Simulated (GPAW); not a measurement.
The system is KCl (Sylvite).

```
K Cl
1.0
     0.00000    3.14647    3.14647
     3.14647    0.00000    3.14647
     3.14647    3.14647    0.00000
K Cl
1 1
Direct
  0.00000 0.00000 0.00000
  0.50000 0.50000 0.50000
```

Program: GPAW 26.7.0. Alike in all runs: no spin polarisation; cell as given; cutoff (eV) 600; smearing fermi-dirac 0.05 eV.

Order these runs on this cell by their band gap on the k mesh, lowest first.
A. level PBEsol; potentials or basis PAW data sets generated in the run's folder for this functional, pw; k mesh 7 × 7 × 7; band path GXWKGLUWLK,UX; band points 80
B. level r2SCAN; potentials or basis GPAW PAW data sets (gpaw-data 1.2.1), pw; k mesh 7 × 7 × 7; band path GXWKGLUWLK,UX; band points 80
C. level TB-mBJ; potentials or basis GPAW PAW data sets for LDA (gpaw-data 1.2.1), pw; k mesh 8 × 8 × 8

A (5.03 eV), B (5.83 eV), C (8.36 eV).

Caveats: a model potential gives levels but no total energy (some runs).

A k mesh can miss the band edges, odd and even meshes differently.
